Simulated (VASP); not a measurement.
# Quasiparticle energies of AlP in VASP, part 8 of 8

How does the gap of AlP change from the starting functional to GW? The cell is of the zinc-blende type, one of the forms listed for this formula. The start is a cell from a database of measured crystal structures.

VASP 6.6.1, plane waves and PAW; the level of theory is named at each step.

So far, quasiparticle gap on the mesh (eV): step 3 (evGW0, evGW0 on PBE) 2.53; step 4 (evGW, evGW on PBE) 2.71; step 5 (QPGW0, QPGW0 on PBE) 2.54. Also gap on the k-mesh (eV): step 2 (empty bands, functional PBE) 1.57; step 6 (orbitals for another starting point, PBE) 1.57; step 7 (another starting point, HSE06) 2.28.

The database entry behind the starting cell differs from later determinations by our own check (0.1 to 0.3 % short, probably kX units), so it need not match the best structure at ambient conditions.

## (9) G0W0

This step: G0W0 on HSE06; plane waves and PAW (P_GW, Al_GW) (VASP 6.6.1).

One pass of GW corrects the levels to first order, with G and W from the starting orbitals.

INCAR

```
SYSTEM = AlP
PREC = Accurate
ENCUT = 300
ISMEAR = 0
SIGMA = 0.01
LREAL = .FALSE.
LHFCALC = .TRUE.
AEXX = 0.25
GGA = PE
HFSCREEN = 0.2
LASPH = .TRUE.
NBANDS = 264
PRECFOCK = Fast
ALGO = EVGW0
NELMGW = 1
ENCUTGW = 200
NOMEGA = 64
NBANDSGW = 16
LWAVE = .FALSE.
LCHARG = .FALSE.
```

POSCAR

```
AlP
1.0
    0.0000000000      2.7255000000      2.7255000000
    2.7255000000      0.0000000000      2.7255000000
    2.7255000000      2.7255000000      0.0000000000
P Al
1 1
Direct
    0.7500000000      0.7500000000      0.7500000000
    0.0000000000      0.0000000000      0.0000000000
```

KPOINTS

```
Automatic mesh
0
Gamma
6 6 6
0 0 0
```

Potentials, in the order of the species: P_GW and Al_GW (PBE family, release 64).

The WAVECAR or CHGCAR of an earlier step is read.

Launch:

```bash
$ mpirun -np 8 vasp_std
```

Log:

```text
[banner, memory and clock lines left out]
running    8 mpi-ranks, on    1 nodes
 distrk:  each k-point on    8 cores,    1 groups
 distr:  one band on    1 cores,    8 groups

 POSCAR found type information on POSCAR P Al
 POSCAR found :  2 types and       2 ions
 [... a notice as in an earlier step ...]

 [... a notice as in an earlier step ...]

 LDA part: xc-table for (Slater+PW92), standard interpolation
 found WAVECAR, reading the header
 POSCAR, INCAR and KPOINTS ok, starting setup
 FFT: planning ... GRIDC
 FFT: planning ... GRID_SOFT
 FFT: planning ... GRID
 reading WAVECAR
 the WAVECAR file was read successfully
 initial charge from wavefunction
 available memory per node:     90.10 GB, setting MAXMEM to     92263

 The Fermi energy was updated, please check that it is located mid-gap
 values below the HOMO (VB) or above the LUMO (CB) will cause erroneous energies
 E-fermi :   4.5560

 calculate exact exchange contribution
 the WAVEDER file was read successfully
energies w=
    0.000    0.000    0.484    0.000    0.967    0.000    1.447    0.000
    1.925    0.000    2.398    0.000    2.867    0.000    3.330    0.000
    3.787    0.000    4.238    0.000    4.682    0.000    5.121    0.000
    5.553    0.000    5.980    0.000    6.401    0.000    6.818    0.000
    7.230    0.000    7.638    0.000    8.043    0.000    8.446    0.000
    8.848    0.000    9.249    0.000    9.651    0.000   10.054    0.000
   10.459    0.000   10.868    0.000   11.281    0.000   11.700    0.000
   12.126    0.000   12.561    0.000   13.006    0.000   13.462    0.000
   13.933    0.000   14.419    0.000   14.923    0.000   15.447    0.000
   15.995    0.000   16.570    0.000   17.175    0.000   17.816    0.000
   18.496    0.000   19.223    0.000   20.002    0.000   20.843    0.000
   21.755    0.000   22.749    0.000   23.842    0.000   25.048    0.000
   26.392    0.000   27.901    0.000   29.609    0.000   31.563    0.000
   33.820    0.000   36.462    0.000   39.597    0.000   43.380    0.000
   48.034    0.000   53.897    0.000   61.508    0.000   71.772    0.000
   86.347    0.000  108.629    0.000  146.836    0.000  227.288    0.000
 responsefunction array rank=     280
 LDA part: xc-table for (Slater+PW92), standard interpolation

 min. memory requirement per mpi rank    279.4 MB, per node   2235.3 MB

 allocating   8 responsefunctions rank=   280
 shmem allocating  64 responsefunctions rank=   280
 response function shared by NCSHMEM nodes    1
 Doing            8  frequencies on each core in blocks of           64
NQ=   1    0.0000    0.0000    0.0000,
|.........|.........|.........|.........|.........|.........|.........|.........
 performed        584000 updates of chi_q(r,r)
 total number of BLAS operations        313.64 Gflops
NQ=   2    0.1667    0.0000    0.0000,
|.........|.........|.........|.........|.........|.........|.........|.........
 performed       1742000 updates of chi_q(r,r)
 total number of BLAS operations       1009.69 Gflops
NQ=   3    0.3333    0.0000    0.0000,
|.........|.........|.........|.........|.........|.........|.........|.........
 performed       2900000 updates of chi_q(r,r)
 total number of BLAS operations       1617.30 Gflops
NQ=   4    0.5000    0.0000    0.0000,
|.........|.........|.........|.........|.........|.........|.........|.........
 performed       3856000 updates of chi_q(r,r)
 total number of BLAS operations       2158.53 Gflops
NQ=   5    0.1667    0.1667    0.0000,
|.........|.........|.........|.........|.........|.........|.........|.........
 performed       5014000 updates of chi_q(r,r)
 total number of BLAS operations       2814.53 Gflops
NQ=   6    0.3333    0.1667    0.0000,
|.........|.........|.........|.........|.........|.........|.........|.........
 performed       6899000 updates of chi_q(r,r)
 total number of BLAS operations       3826.35 Gflops
NQ=   7    0.5000    0.1667    0.0000,
|.........|.........|.........|.........|.........|.........|.........|.........
 performed       8784000 updates of chi_q(r,r)
 total number of BLAS operations       4838.17 Gflops
NQ=   8   -0.3333    0.1667    0.0000,
|.........|.........|.........|.........|.........|.........|.........|.........
 performed      10669000 updates of chi_q(r,r)
 total number of BLAS operations       5842.19 Gflops
NQ=   9   -0.1667    0.1667    0.0000,
|.........|.........|.........|.........|.........|.........|.........|.........
 performed      12284000 updates of chi_q(r,r)
 total number of BLAS operations       6777.15 Gflops
NQ=  10    0.3333    0.3333    0.0000,
|.........|.........|.........|.........|.........|.........|.........|.........
 performed      13442000 updates of chi_q(r,r)
 total number of BLAS operations       7433.15 Gflops
NQ=  11    0.5000    0.3333    0.0000,
|.........|.........|.........|.........|.........|.........|.........|.........
 performed      15327000 updates of chi_q(r,r)
 total number of BLAS operations       8460.65 Gflops
NQ=  12   -0.3333    0.3333    0.0000,
|.........|.........|.........|.........|.........|.........|.........|.........
 performed      16942000 updates of chi_q(r,r)
 total number of BLAS operations       9307.43 Gflops
NQ=  13    0.5000    0.5000    0.0000,
|.........|.........|.........|.........|.........|.........|.........|.........
 performed      17779000 updates of chi_q(r,r)
 total number of BLAS operations       9739.89 Gflops
NQ=  14    0.5000    0.3333    0.1667,
|.........|.........|.........|.........|.........|.........|.........|.........
 performed      19917000 updates of chi_q(r,r)
 total number of BLAS operations      10896.60 Gflops
NQ=  15   -0.3333    0.3333    0.1667,
|.........|.........|.........|.........|.........|.........|.........|.........
 performed      21920000 updates of chi_q(r,r)
 total number of BLAS operations      11963.60 Gflops
NQ=  16   -0.3333    0.5000    0.1667,
|.........|.........|.........|.........|.........|.........|.........|.........
 performed      23543000 updates of chi_q(r,r)
 total number of BLAS operations      12828.16 Gflops
 resolving degeneracies of screened two electron integrals

 calculate QP shifts <psi_nk| G(iteration)W_0 |psi_nk>: iteration 1
 entering main loop
```

Elapsed: 3.2 min, on 8 MPI ranks of AMD EPYC 7R43, shared host; peak memory 3.2 GiB.

Parts of OUTCAR (step 9):

```text
   NELECT =       8.0000    total number of electrons

 E-fermi :   4.5560

 QP shifts <psi_nk| G(iteration)W_0 |psi_nk>: iteration 1
 for sc-GW calculations column KS-energies equals QP-energies in previous step
 and V_xc(KS)=  KS-energies - (<T + V_ion + V_H > + <T+V_H+V_ion>^1  + <V_x>^1)
 k-point   1 :       0.0000    0.0000    0.0000
  band No.  KS-energies  QP-energies   sigma(KS)   V_xc(KS)     V^pw_x(r,r')   Z            occupation Imag(sigma)
      1      -9.3790      -8.9655     -12.2477     -12.8399     -18.4284       0.6984       2.0000       1.1683
      2       3.4182       2.9450     -13.0577     -12.4545     -14.0684       0.7846       2.0000       0.0146
      3       3.4182       2.9450     -13.0577     -12.4545     -14.0684       0.7846       2.0000       0.0146
      4       3.4182       2.9450     -13.0577     -12.4545     -14.0684       0.7846       2.0000       0.0146
      5       7.7013       7.6760      -9.6336      -9.6016      -5.4701       0.7924       0.0000      -0.0683
      6       8.9467       8.9823      -9.1013      -9.1466      -4.8700       0.7862       0.0000      -0.0687
      7       8.9467       8.9823      -9.1013      -9.1466      -4.8700       0.7862       0.0000      -0.0687
      8       8.9467       8.9823      -9.1013      -9.1466      -4.8700       0.7862       0.0000      -0.0687
    ...

 k-point   2 :       0.1667    0.0000    0.0000
  band No.  KS-energies  QP-energies   sigma(KS)   V_xc(KS)     V^pw_x(r,r')   Z            occupation Imag(sigma)
      1      -9.0421      -8.6337     -12.3044     -12.8897     -18.3869       0.6977       2.0000       1.1174
      2       1.4056       1.0008     -12.3584     -11.8312     -13.9119       0.7678       2.0000       0.0249
      3       3.1556       2.6889     -12.9421     -12.3466     -14.0189       0.7837       2.0000       0.0147
      4       3.1556       2.6889     -12.9421     -12.3466     -14.0189       0.7837       2.0000       0.0147
      5       7.9926       8.0019      -9.2760      -9.2877      -5.1697       0.7929       0.0000      -0.0667
      6       9.4157       9.4320      -9.1866      -9.2073      -4.8180       0.7827       0.0000      -0.0724
      7       9.4157       9.4320      -9.1866      -9.2073      -4.8180       0.7827       0.0000      -0.0724
      8      10.1298      10.0592      -9.8315      -9.7405      -5.2666       0.7756       0.0000      -0.0812
    ...

[... 8 parts as in an earlier step ...]

[... 8 further parts left out ...]
```

Numbers from this step:

```
quasiparticle gap on the mesh                 : 2.719 eV
smallest direct quasiparticle gap on the mesh : 4.731 eV
gap of the starting orbitals on the mesh      : 2.276 eV
```

GW takes the gap from 2.276 to 2.719 eV. That is +333 meV against the one-shot pass on PBE. The value holds for 264 bands, ENCUTGW = 200 eV and this mesh, and isn't shown to be converged in them.

## (10) Summary

This step: GW series: evGW0 on PBE, evGW on PBE, QPGW0 on PBE, G0W0 on HSE06; plane waves and PAW (VASP 6.6.1).

This step runs nothing: it gathers the runs above.

Cost is wall time times ranks on a shared host, with the step that makes the empty bands. GW runs:

| level | bands | ENCUTGW (eV) | NOMEGA | k mesh | starting gap (eV) | quasiparticle gap (eV) | direct gap (eV) | cost (core minutes) |
| --- | --- | --- | --- | --- | --- | --- | --- | --- |
| evGW0 on PBE | 264 | 200 | 64 | 6x6x6 | 1.57 | 2.535 | 4.49 | 139.7 |
| evGW on PBE | 264 | 200 | 64 | 6x6x6 | 1.57 | 2.709 | 4.689 | 127.2 |
| QPGW0 on PBE | 264 | 200 | 64 | 6x6x6 | 1.57 | 2.537 | 4.512 | 439.4 |
| G0W0 on HSE06 | 264 | 200 | 64 | 6x6x6 | 2.276 | 2.719 | 4.731 | 55.87 |

## (11) Summary of results

```
evGW0 on PBE, 264 bands, ENCUTGW 200 eV, NOMEGA 64, mesh 6×6×6  : 1.570 → 2.535 eV
evGW on PBE, 264 bands, ENCUTGW 200 eV, NOMEGA 64, mesh 6×6×6   : 1.570 → 2.709 eV
QPGW0 on PBE, 264 bands, ENCUTGW 200 eV, NOMEGA 64, mesh 6×6×6  : 1.570 → 2.537 eV
G0W0 on HSE06, 264 bands, ENCUTGW 200 eV, NOMEGA 64, mesh 6×6×6 : 2.276 → 2.719 eV
```

**Reading.** evGW0 gives a quasiparticle gap of 2.535 eV on the mesh, 0.96 eV over the PBE gap on the same mesh. Over the final values of the levels run here the gap spans 2.53 to 2.72 eV. In evGW0 the first pass, which is the one-shot result, gives 2.386 eV and pass 4 gives 2.535 eV; the last pass changed the gap by +4 meV, so the loop is converged. In evGW the first pass, which is the one-shot result, gives 2.386 eV and pass 4 gives 2.709 eV; the last pass changed the gap by +22 meV, so more passes would move it further. In QPGW0 the first pass gives 2.375 eV and pass 4 gives 2.537 eV; the last pass changed the gap by +15 meV, so more passes would move it further. One-shot gaps: 2.386 eV from PBE and 2.719 eV from HSE06. The starting gaps span 0.71 eV and the one-shot gaps 0.33 eV. Bands, response cutoff and mesh weren't tested for convergence, and band edges off the mesh aren't seen. Not tabulated here, as repeats of values shown or as unfit to read for their mesh, reference level or band range: eps2 curves (empty bands); eps1 curves and static values (empty bands); gaps (empty bands).

[Lines on the potential files, build, host, timing and source positions are cut from VASP's logs without a mark.]

[Logs are printed without paths, hosts, clocks, repeated set-up lines and the standing remarks that a program may print on its own settings, such as how far it seeks lower states.]

[Hosts, paths, dates, database ids (printed as entryN), source tags and the programs' standing remarks are cut or masked in the printed files.]

[Pressures printed for these runs are not shown converged in the cutoff: they can be off by several GPa and have the wrong sign.]

[In band tables of VASP the shares of atoms and orbitals are scaled to a sum of 1 inside the atoms' spheres.]
